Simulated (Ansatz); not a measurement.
**Bi2Se3 (R-3m), frozen normal mode**

Method: DFT PBE, scalar-relativistic, plane waves, PAW (Ansatz). The runs took a 420 eV cutoff, a Γ-centred 6×6×6 mesh and Gaussian smearing (0.05 eV). Spin–orbit coupling is left out, which matters for the heavy elements here. No spin polarisation. Energies are free energies at this smearing, counted from the undisturbed cell; pressure is positive in compression.

The starting cell (relaxed at this level):

```
CELL_PARAMETERS angstrom
2.09366 1.20877 10.43403
-2.09366 1.20877 10.43403
0.00000 -2.41755 10.43403
ATOMIC_POSITIONS crystal
Bi 0.39559 0.39559 0.39559
Bi 0.60441 0.60441 0.60441
Se 0.00000 0.00000 0.00000
Se 0.22103 0.22103 0.22103
Se 0.77897 0.77897 0.77897
```

The cell holds layers and no dispersion correction was added, so their binding is poorly described.

A zone-centre mode of this cell is frozen in: each atom moves by x times its row below, so x is the largest displacement.
```
atom ux uy uz
 Bi1  -0.204  -0.204  0.000
 Bi2   0.204   0.204  0.000
 Se3   0.000   0.000  0.000
 Se4  -0.707  -0.707  0.000
 Se5   0.707   0.707  0.000
```

```
  x (Å)  ΔE (meV/cell) force along the mode (eV/Å) pressure (GPa) gap on the mesh (eV)
-0.1200           76.6                            ?             0.2                     ?
-0.0900              ?                         0.95             0.1                     ?
-0.0600           19.8                         0.65             0.1                  0.68
-0.0300            5.0                         0.33             0.0                  0.69
 0.0000            0.0                         0.00             0.0                  0.69
 0.0300            5.2                        -0.35             0.0                  0.68
 0.0600              ?                            ?             0.1                  0.67
 0.0900           47.7                        -1.08             0.2                  0.66
 0.1050           65.4                        -1.27             0.2                  0.65
 0.1200           85.9                        -1.47             0.3                  0.64
```

(1) Give the withheld values.

## Answers

(1) force along the mode (eV/Å) at x (Å) = -0.1200: 1.24; gap on the mesh (eV) at x (Å) = -0.1200: 0.66; ΔE (meV/cell) at x (Å) = -0.0900: 43.8; gap on the mesh (eV) at x (Å) = -0.0900: 0.67; ΔE (meV/cell) at x (Å) = 0.0600: 20.9; force along the mode (eV/Å) at x (Å) = 0.0600: -0.71.